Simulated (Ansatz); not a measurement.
The system is HfB2.

```xyz
3
Lattice="3.1400 0.0000 0.0000 -1.5700 2.7193 0.0000 0.0000 0.0000 3.4800" Properties=species:S:1:pos:R:3 pbc="T T T"
Hf    0.0000    0.0000    0.0000
B     1.5700    0.9064    1.7400
B     0.0000    1.8129    1.7400
```

- Program: Ansatz 0.2.0
- Task: relaxation of cell and atoms
- Functional: PBE
- Potentials or basis: Ansatz PAW
- Cutoff: 420 eV (not typed: the program's choice for these potentials)
- k mesh: 10 × 10 × 8
- Occupations: fermi-dirac, width 0.05 eV
- Spin: no spin polarisation
- Hubbard terms: Hf d U = 5 eV

At the start: volume 9.90 Å³/atom.

Task: Where does the relaxation end?

Result: It ends after 7 steps and the volume is 10.19 Å³/atom (+2.9 %); space group P6/mmm (No. 191, to 0.05 Å).

The path:
```csv
step,energy change (eV),largest force (eV/Å),volume (Å³)
1,0.0000,0.0000,29.71
2,-0.0135,0.0000,30.95
3,-0.0213,0.0000,30.63
4,-0.0214,0.0000,30.57
5,-0.0226,0.0000,30.57
6,-0.0226,0.0000,30.57
7,-0.0226,0.0000,30.57
```

Final structure:
```xyz
3
Lattice="3.1518 0.0000 0.0000 -1.5759 2.7295 0.0000 0.0000 0.0000 3.5539" Properties=species:S:1:pos:R:3 pbc="T T T"
Hf    0.0000    0.0000    0.0000
B     1.5759    0.9098    1.7769
B     0.0000    1.8197    1.7769
```

Caveat: the plane-wave basis is chosen anew once the cell has moved, so the energies of steps on either side of that aren't comparable; U without spin polarisation on a metal has little footing; the U is typed as a test and isn't derived for this compound.
